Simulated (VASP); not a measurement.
# C (P6_3/mmc) in VASP: notebook, part 2 of 2

VASP 6.6.1. The steps go on from the part before.

## 3. Relaxation of cell and atoms, PBE+D3(BJ)

This run uses another cell than the first one, of 8.77 Å³/atom, 0.853 times its volume.

The input, INCAR:

```
ALGO = Normal
EDIFF = 1E-7
EDIFFG = -0.002
ENCUT = 520
GGA = PE
IBRION = 2
ISIF = 3
ISMEAR = 0
IVDW = 12
LASPH = True
LCHARG = False
LREAL = False
LWAVE = False
NELM = 80
NSW = 80
PREC = Accurate
SIGMA = 0.02
```

The input, KPOINTS:

```
k-points
0
Gamma
  9 9 4
```

The input, POSCAR:

```
C                                       
1.0
    2.4661961597      0.0000000000     -0.0000000000
   -1.2330980798      2.1357885253      0.0000000000
   -0.0000000000      0.0000000000      6.6620690947
  C             
     4
Direct
     0.0000000000000000    0.0000000000000000    0.2500000000000000
     0.0000000000000000    0.0000000000000000    0.7500000000000000
     0.3333333300000021    0.6666666699999979    0.2500000000000000
     0.6666666699999979    0.3333333300000021    0.7500000000000000
```

Potentials or basis: VASP PAW PBE potentials, release 64 (C).

Started as:

```
cat potpaw_PBE.64/C/POTCAR > POTCAR
mpirun -np 1 vasp_std > vasp.out
```

OUTCAR:

```text
EDIFF = 1E-7
   EDIFFG = -0.002
   ENCUT = 520
   GGA = PE
   IBRION = 2
   ISIF = 3
   ISMEAR = 0
   IVDW = 12
   LASPH = True
   LREAL = False
   NELM = 80
   NSW = 80
   PREC = Accurate
 IVDW          = 12

 ion  position               nearest neighbor table
   1  0.000  0.000  0.250-   3 1.42   3 1.42   3 1.42
   2  0.000  0.000  0.750-   4 1.42   4 1.42   4 1.42
   3  0.333  0.667  0.250-   1 1.42   1 1.42   1 1.42
   4  0.667  0.333  0.750-   2 1.42   2 1.42   2 1.42

  LATTYP: Found a hexagonal cell.
 ALAT       =     2.4661961597
 C/A-ratio  =     2.7013540948

  Lattice vectors:

 A1 = (   2.4661961597,   0.0000000000,   0.0000000000)
 A2 = (  -1.2330980798,   2.1357885253,   0.0000000000)
 A3 = (   0.0000000000,   0.0000000000,   6.6620690947)

Analysis of symmetry for initial positions (statically):
=====================================================================
 Subroutine PRICEL returns:
 Original cell was already a primitive cell.

 Routine SETGRP: Setting up the symmetry group for a
 hexagonal supercell.

[... 396 lines left out ...]

 E-fermi :   4.6756     XC(G=0): -10.3333

 val. band max:        4.6745859850   @ k =   0.3333   0.3333   0.5000
 cond. band min:       4.6759104922   @ k =   0.3333   0.3333   0.2500
 fundamental gap:      0.0013245072
 Fermi energy:         4.6755956285

 k-point     1 :       0.0000    0.0000    0.0000
  band No.  band energies     occupation
      1     -14.9565      2.00000
      2     -14.6515      2.00000
      3      -3.8264      2.00000
      4      -1.8390      2.00000
      5       1.6631      2.00000
      6       1.6631      2.00000
      7       1.6819      2.00000
      8       1.6819      2.00000
      9       8.9928      0.00000
     10      12.9898      0.00000
     11      12.9898      0.00000
     12      13.0426      0.00000
[... 331 lines left out ...]
 k-point    24 :       0.3333    0.3333    0.2500
  band No.  band energies     occupation
      1      -7.9553      2.00000
      2      -7.8830      2.00000
      3      -7.8830      2.00000
      4      -7.8186      2.00000
      5      -5.8376      2.00000
      6      -5.8376      2.00000
      7       4.2174      2.00000
      8       4.6759      0.98224
      9       4.6759      0.98224
     10       5.1789      0.00000
     11      15.2127      0.00000
     12      15.2127      0.00000

 [... further k-points ...]

------------------------ aborting loop because EDIFF is reached ----------------------------------------

 Edisp (eV)   -0.62667

 E8    (eV) :    -0.1776
[... 27 lines left out ...]
  FREE ENERGIE OF THE ION-ELECTRON SYSTEM (eV)
  ---------------------------------------------------
  free  energy   TOTEN  =       -37.4497205526 eV

  energy  without entropy=      -37.4491691628  energy(sigma->0) =      -37.44944486

 reached required accuracy - stopping structural energy minimisation
```

CONTCAR:

```text
C
   1.00000000000000
     2.4666576769659629    0.0000000000000109    0.0000000000000000
    -1.2333288384329628    2.1361882109767634   -0.0000000000000000
    -0.0000000000000000    0.0000000000000000    6.6970616782372394
  C
     4
Direct
     0.0000000000000000    0.0000000000000000    0.2500000000000000
     0.0000000000000000    0.0000000000000000    0.7500000000000000
     0.3333333300000021    0.6666666699999979    0.2500000000000000
     0.6666666699999979    0.3333333300000021    0.7500000000000000

  0.00000000E+00  0.00000000E+00  0.00000000E+00
  0.00000000E+00  0.00000000E+00  0.00000000E+00
  0.00000000E+00  0.00000000E+00  0.00000000E+00
  0.00000000E+00  0.00000000E+00  0.00000000E+00
```

Run time: 37 s. Hardware: 1 thread of Intel Xeon Platinum 8488C (Sapphire Rapids), shared host; peak memory 0.15 GiB.

Results:

| Property | Result |
| --- | --- |
| Free energy | -37.4497 eV |
| Relaxed volume | 8.82 Å³/atom |
| Relaxed cell | a = 2.467 Å, b = 2.467 Å, c = 6.697 Å, α = 90.00°, β = 90.00°, γ = 120.00° |
| Space group after relaxing (to 0.05 Å) | P6_3/mmc (No. 194) |
| Energy gained by relaxing | 0.0 meV/atom |
| Ionic steps | 11 |
| Pressure after relaxing | 0.0 GPa |
| Band gap on the k mesh | none (metal or under the smearing width) |
| Dispersion energy per atom | -0.157 eV |

Final structure:
```cif
data_structure
_symmetry_space_group_name_H-M 'P 1'
_symmetry_Int_Tables_number 1
_cell_length_a 2.4667
_cell_length_b 2.4667
_cell_length_c 6.6971
_cell_angle_alpha 90.000
_cell_angle_beta 90.000
_cell_angle_gamma 120.000
_cell_volume 35.29
loop_
_atom_site_label
_atom_site_type_symbol
_atom_site_fract_x
_atom_site_fract_y
_atom_site_fract_z
_atom_site_occupancy
C1 C 0.00000 0.00000 0.25000 1
C2 C 0.00000 0.00000 0.75000 1
C3 C 0.33333 0.66667 0.25000 1
C4 C 0.66667 0.33333 0.75000 1
```

## 4. Vibrations by finite differences, PBE+D3(BJ) (a relaxed cell with its volume scaled by 0.98)

The input, INCAR:

```
ALGO = Normal
EDIFF = 1E-8
ENCUT = 520
GGA = PE
IBRION = 6
ISIF = 2
ISMEAR = 0
IVDW = 12
LASPH = T
LCHARG = F
LREAL = F
LWAVE = F
NELM = 80
NFREE = 2
NSW = 1
POTIM = 0.015
PREC = Accurate
SIGMA = 0.02
```

KPOINTS is that of step 3.

Changes to POSCAR since step 3:

```diff
@@ -2,5 +2,5 @@
 1.0
-    2.4661961597      0.0000000000     -0.0000000000
-   -1.2330980798      2.1357885253      0.0000000000
-   -0.0000000000      0.0000000000      6.6620690947
+    2.4501024286      0.0000000000      0.0000000000
+   -1.2250512143      2.1218509454     -0.0000000000
+   -0.0000000000      0.0000000000      6.6521136013
   C
```

Potentials or basis: VASP PAW PBE potentials, release 64 (C).

Started as:

```
cat potpaw_PBE.64/C/POTCAR > POTCAR
mpirun -np 1 vasp_std > vasp.out
```

OUTCAR:

```text
EDIFF = 1E-8
   ENCUT = 520
   GGA = PE
   IBRION = 6
   ISIF = 2
   ISMEAR = 0
   IVDW = 12
   LASPH = T
   LREAL = F
   NELM = 80
   NFREE = 2
   NSW = 1
   POTIM = 0.015
   PREC = Accurate
 IVDW          = 12

 ion  position               nearest neighbor table
   1  0.000  0.000  0.250-   3 1.41   3 1.41   3 1.41
   2  0.000  0.000  0.750-   4 1.41   4 1.41   4 1.41
   3  0.333  0.667  0.250-   1 1.41   1 1.41   1 1.41
   4  0.667  0.333  0.750-   2 1.41   2 1.41   2 1.41

  LATTYP: Found a hexagonal cell.
 ALAT       =     2.4501024286
 C/A-ratio  =     2.7150348996

  Lattice vectors:

 A1 = (   2.4501024286,   0.0000000000,   0.0000000000)
 A2 = (  -1.2250512143,   2.1218509454,   0.0000000000)
 A3 = (   0.0000000000,   0.0000000000,   6.6521136013)

Analysis of symmetry for initial positions (statically):
=====================================================================
 Subroutine PRICEL returns:
 Original cell was already a primitive cell.

 Routine SETGRP: Setting up the symmetry group for a
 hexagonal supercell.

 Subroutine GETGRP returns: Found 24 space group operations
 (whereof 12 operations were pure point group operations)
 out of a pool of 24 trial point group operations.

The static configuration has the point symmetry D_3d.
 The point group associated with its full space group is D_6h.

Analysis of symmetry for dynamics (positions and initial velocities):
=====================================================================
 Subroutine PRICEL returns:
 Original cell was already a primitive cell.

 Routine SETGRP: Setting up the symmetry group for a
 hexagonal supercell.

 Subroutine GETGRP returns: Found 24 space group operations
 (whereof 12 operations were pure point group operations)
 out of a pool of 24 trial point group operations.

The dynamic configuration has the point symmetry D_3d.
 The point group associated with its full space group is D_6h.

 Subroutine INISYM returns: Found 24 space group operations
 (whereof 12 operations are pure point group operations),
 and found     1 'primitive' translations

----------------------------------------------------------------------------------------

                                     Primitive cell

  volume of cell :      34.5827

  direct lattice vectors                    reciprocal lattice vectors
     2.450102429  0.000000000  0.000000000     0.408146202  0.235643319  0.000000000
    -1.225051214  2.121850945  0.000000000     0.000000000  0.471286639  0.000000000
     0.000000000  0.000000000  6.652113601     0.000000000  0.000000000  0.150328160

  length of vectors
     2.450102429  2.450102429  6.652113601     0.471286639  0.471286639  0.150328160

  position of ions in fractional coordinates (direct lattice)
     0.000000000  0.000000000  0.250000000
     0.000000000  0.000000000  0.750000000
     0.333333330  0.666666670  0.250000000
     0.666666670  0.333333330  0.750000000

  ion indices of the primitive-cell ions
   primitive index   ion index
[... 98 lines left out ...]
  Fermi-wavevector in a.u.,A,eV,Ry     =   1.266179  2.392732 21.812999  1.603210
  Thomas-Fermi vector in A             =   2.399394
   LORBIT       =      0    0 simple, 1 ext, 2 COOP (PROOUT), +10 PAW based schemes
   GGA     = PE    functional components
   LHFCALC =     F    Hartree Fock is set to
   AEXX    =    0.0000 exact exchange contribution
   IVDW    =    12    specifies the selected vdW correction
   LEPSILON=     F    determine dielectric tensor
   LRPA    =     F    only Hartree local field effects (RPA)
 finite differences with symmetry
 non-spin polarized calculation
 Gauss-broadening in eV      SIGMA  =   0.02
  energy-cutoff  :      520.00
  volume of cell :       34.58
 maximum number of plane-waves:       955
 NGX is ok and might be reduce to    18
   NGX =  9   NGY =  9   NGZ = 25

--------------------------------------- Ionic step        1  -------------------------------------------

 number of electron      15.9999995 magnetization

 Free energy of the ion-electron system (eV)
  ---------------------------------------------------
  ext. energy  EPLUGINS =         0.00000000
  ---------------------------------------------------
  free energy    TOTEN  =       -36.80379087 eV

  energy without entropy =      -36.80325082  energy(sigma->0) =      -36.80352084

------------------------ aborting loop because EDIFF is reached ----------------------------------------

 Edisp (eV)   -0.63225

 E8    (eV) :    -0.1794
[... 327 lines left out ...]
--------------------------------------- Ionic step        9  -------------------------------------------

 number of electron      15.9999995 magnetization

 Free energy of the ion-electron system (eV)
  ---------------------------------------------------
  ext. energy  EPLUGINS =         0.00000000
  ---------------------------------------------------
  free energy    TOTEN  =       -36.80190305 eV

  energy without entropy =      -36.80136622  energy(sigma->0) =      -36.80163464

 E-fermi :   4.8564     XC(G=0): -10.4209

 val. band max:        4.8526079993   @ k =   0.3333   0.3333   0.5000
 cond. band min:       4.8566049112   @ k =   0.3333   0.3333   0.2500
 fundamental gap:      0.0039969119
 Fermi energy:         4.8564003003

 k-point     1 :       0.0000    0.0000    0.0000
  band No.  band energies     occupation
      1     -14.9425      2.00000
      2     -14.6243      2.00000
      3      -3.8049      2.00000
      4      -1.7624      2.00000
      5       1.8556      2.00000
      6       1.8556      2.00000
      7       1.8752      2.00000
      8       1.8752      2.00000
      9       9.1491      0.00000
     10      13.3048      0.00000
     11      13.3048      0.00000
     12      13.3602      0.00000
[... 331 lines left out ...]
 k-point    24 :       0.3333    0.3333    0.2500
  band No.  band energies     occupation
      1      -7.8343      2.00000
      2      -7.7598      2.00000
      3      -7.7584      2.00000
      4      -7.6920      2.00000
      5      -5.8031      2.00000
      6      -5.8009      2.00000
      7       4.3846      2.00000
      8       4.8566      0.98846
      9       4.8567      0.98569
     10       5.3761      0.00000
     11      15.4309      0.00000
     12      15.4333      0.00000

 [... further k-points ...]

------------------------ aborting loop because EDIFF is reached ----------------------------------------

 Edisp (eV)   -0.63225

 E8    (eV) :    -0.1794
[... 27 lines left out ...]
  FREE ENERGIE OF THE ION-ELECTRON SYSTEM (eV)
  ---------------------------------------------------
  free  energy   TOTEN  =       -37.4341532648 eV

  energy  without entropy=      -37.4336164386  energy(sigma->0) =      -37.43388485

 INTERNAL STRAIN TENSORS FROM DISPLACED ATOMS
 ============================================

 INTERNAL STRAIN TENSOR FOR ION    1 for displacements in x,y,z  (eV/Angst):
          X           Y           Z          XY          YZ          ZX
  --------------------------------------------------------------------------------
  x     0.00000    -0.00000     0.00000    -7.12697     0.00000     0.00000
  y    -7.12697     7.12697    -0.00000     0.00000     0.00000     0.00000
  z     0.00000    -0.00000     0.00000     0.00000     0.00000     0.00000

 INTERNAL STRAIN TENSOR FOR ION    4 for displacements in x,y,z  (eV/Angst):
          X           Y           Z          XY          YZ          ZX
  --------------------------------------------------------------------------------
  x     0.00000     0.00000     0.00000    -7.81438     0.00000     0.00000
  y    -7.81438     7.81438     0.00000     0.00000     0.00000     0.00000
  z    -0.00000    -0.00000    -0.00000     0.00000     0.00000     0.00000

 Eigenvectors and eigenvalues of the dynamical matrix
 ----------------------------------------------------

   1 f  =   45.202726 THz   284.017103 2PiTHz 1507.800637 cm-1   186.943369 meV
             X         Y         Z           dx          dy          dz
      0.000000  0.000000  1.663028     0.000000    0.500055    0.000000
      0.000000  0.000000  4.989085     0.000000    0.500055    0.000000
     -0.000000  1.414567  1.663028    -0.000000   -0.499945    0.000000
      1.225051  0.707284  4.989085    -0.000000   -0.499945    0.000000
[... 71 lines left out ...]
  12 f/i=    2.406053 THz    15.117674 2PiTHz   80.257273 cm-1     9.950629 meV
             X         Y         Z           dx          dy          dz
      0.000000  0.000000  1.663028     0.000024   -0.498471    0.000000
      0.000000  0.000000  4.989085    -0.000024    0.498471   -0.000000
     -0.000000  1.414567  1.663028     0.000024   -0.501524    0.000000
      1.225051  0.707284  4.989085    -0.000024    0.501524   -0.000000

 ELASTIC MODULI CONTR FROM IONIC RELAXATION (kBar)
 Direction    XX          YY          ZZ          XY          YZ          ZX
 --------------------------------------------------------------------------------
 XX        -103.4275    103.4275     -0.0000     -0.0000      0.0000      0.0000
 YY         103.4275   -103.4275      0.0000      0.0000      0.0000      0.0000
 ZZ          -0.0000      0.0000     -0.0000     -0.0000      0.0000      0.0000
 XY          -0.0000      0.0000     -0.0000   -103.4275      0.0000      0.0000
 YZ           0.0000      0.0000      0.0000      0.0000      0.0000      0.0000
 ZX           0.0000      0.0000      0.0000      0.0000      0.0000      0.0000
 --------------------------------------------------------------------------------
```

OSZICAR:

```text
N       E                     dE             d eps       ncg     rms          rms(c)
DAV:   1     0.461027736017E+02    0.46103E+02   -0.83951E+03   864   0.123E+03
DAV:   2    -0.357429964787E+02   -0.81846E+02   -0.75945E+02  1144   0.233E+02
DAV:   3    -0.392500326706E+02   -0.35070E+01   -0.34827E+01  1128   0.484E+01
[... 15 lines left out ...]
DAV:   5    -0.368019016542E+02    0.25189E-04   -0.99075E-05  1212   0.831E-02    0.135E-02
DAV:   6    -0.368019027100E+02   -0.10558E-05   -0.11130E-05  1272   0.286E-02    0.494E-03
DAV:   7    -0.368019030170E+02   -0.30698E-06   -0.53077E-07  1260   0.708E-03    0.163E-03
DAV:   8    -0.368019030451E+02   -0.28074E-07   -0.92434E-08  1272   0.295E-03    0.394E-04
DAV:   9    -0.368019030497E+02   -0.45827E-08   -0.13126E-08  1000   0.983E-04
   9 F= -.37434153E+02 E0= -.37433885E+02  d E =-.536826E-03
```

stdout:

```text
POSCAR found type information on POSCAR C
 POSCAR found :  1 types and       4 ions
 scaLAPACK will be used
 LDA part: xc-table for (Slater+PW92), standard interpolation
 POSCAR, INCAR and KPOINTS ok, starting setup
 FFT: planning ... GRIDC
 FFT: planning ... GRID_SOFT
 FFT: planning ... GRID
 WAVECAR not read
 entering main loop
 Found     4 degrees of freedom:
 Finite differences POTIM= 0.01500 DOF=   4
 bond charge predicted
 Finite differences progress:
 bond charge predicted
 Finite differences progress:
 bond charge predicted
 Finite differences progress:
 bond charge predicted
 Finite differences progress:
 bond charge predicted
 Finite differences progress:
 bond charge predicted
 Finite differences progress:
 bond charge predicted
 Finite differences progress:
 bond charge predicted
 Finite differences progress:
```

Wall time 1.8 min (1 thread of Intel Xeon Platinum 8488C (Sapphire Rapids), shared host); peak memory 0.21 GiB.

What came out:

```
Highest phonon frequency at Γ : 1508 cm⁻¹
Most unstable mode            : 80i cm⁻¹
Dispersion energy per atom    : -0.158 eV
```

Phonon frequencies in cm⁻¹ (negative: imaginary):
```csv
q point,frequencies
"(0.000, 0.000, 0.000)",-80 -80 0 0 0 26 844 867 1504 1504 1508 1508
```

Caveat: some modes are imaginary.

## 5. Vibrations by finite differences, PBE+D3(BJ) (a relaxed cell with its volume scaled by 1.02)

INCAR is that of step 4.

KPOINTS is that of step 4.

Changes to POSCAR since step 4:

```diff
@@ -2,5 +2,5 @@
 1.0
-    2.4501024286      0.0000000000      0.0000000000
-   -1.2250512143      2.1218509454     -0.0000000000
-   -0.0000000000      0.0000000000      6.6521136013
+    2.4829936343      0.0000000000      0.0000000000
+   -1.2414968171      2.1503355651     -0.0000000000
+   -0.0000000000      0.0000000000      6.7414143726
   C
```

Started as:

```
cat potpaw_PBE.64/C/POTCAR > POTCAR
mpirun -np 1 vasp_std > vasp.out
```

Wall time 1.8 min (1 thread of Intel Xeon Platinum 8488C (Sapphire Rapids), shared host); peak memory 0.21 GiB.

The run converged. Its results:

```
Highest phonon frequency at Γ : 1427 cm⁻¹
Most unstable mode            : 77i cm⁻¹
Dispersion energy per atom    : -0.155 eV
```

Phonon frequencies in cm⁻¹ (negative: imaginary):
```tsv
q point	frequencies
(0.000, 0.000, 0.000)	-77 -77 -22 0 0 0 848 869 1424 1424 1427 1427
```

Caveat: some modes are imaginary.
